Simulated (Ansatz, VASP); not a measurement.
**One calculation of AlN, two programs**

```
CELL_PARAMETERS angstrom
6.21341 0.00000 0.00000
-3.10670 -5.38097 0.00000
0.00000 0.00000 -9.95709
ATOMIC_POSITIONS crystal
Al 0.16667 0.33333 0.25040
Al 0.16667 0.33333 0.75040
Al 0.66667 0.33333 0.25040
Al 0.66667 0.33333 0.75040
Al 0.16667 0.83333 0.25040
Al 0.16667 0.83333 0.75040
Al 0.66667 0.83333 0.25040
Al 0.66667 0.83333 0.75040
Al 0.83333 0.16667 0.00040
Al 0.83333 0.16667 0.50040
Al 0.33333 0.16667 0.00040
Al 0.33333 0.16667 0.50040
Al 0.83333 0.66667 0.00040
Al 0.83333 0.66667 0.50040
Al 0.33333 0.66667 0.00040
Al 0.33333 0.66667 0.50040
N 0.16667 0.33333 0.05960
N 0.16667 0.33333 0.55960
N 0.66667 0.33333 0.05960
N 0.66667 0.33333 0.55960
N 0.16667 0.83333 0.05960
N 0.16667 0.83333 0.55960
N 0.66667 0.83333 0.05960
N 0.66667 0.83333 0.55960
N 0.83333 0.16667 0.30960
N 0.83333 0.16667 0.80960
N 0.33333 0.16667 0.30960
N 0.33333 0.16667 0.80960
N 0.83333 0.66667 0.30960
N 0.83333 0.66667 0.80960
N 0.33333 0.66667 0.30960
N 0.33333 0.66667 0.80960
```

Alike in both runs: task single point; functional r2SCAN; k mesh 2 × 2 × 2; occupations gaussian, width 0.02 eV; no spin polarisation.

|  | VASP | Ansatz |
| --- | --- | --- |
| version | VASP 6.6.1 | Ansatz 0.2.0 |
| potentials or method | VASP PAW PBE potentials, release 64 (Al, N) | scalar-relativistic, plane waves, PAW |
| plane-wave cutoff (eV) | 520 | 500 |
| valence electrons in the cell | 128 | 128 |

```csv
,VASP,Ansatz,Ansatz less VASP
gap on the k mesh at the Fermi level (eV),4.92,4.88,-0.041
least direct gap on the mesh (eV),4.92,4.88,-0.041
pressure (GPa),-0.4,0.0,+0.37
largest component of the traceless stress (GPa),0.21,0.23,+0.014
rms of the force components (eV/Å),0.009,0.010,+0.0003
```

Atom by atom the forces differ by 0.000 eV/Å (rms over components). The functional is the same, so the differences come from potentials, cutoffs and numerics.

Caveats: the k mesh is coarse (spacing up to 0.58 Å⁻¹), so the values aren't converged; the PAW data sets were made with another functional, which shifts forces and pressure a little (VASP).
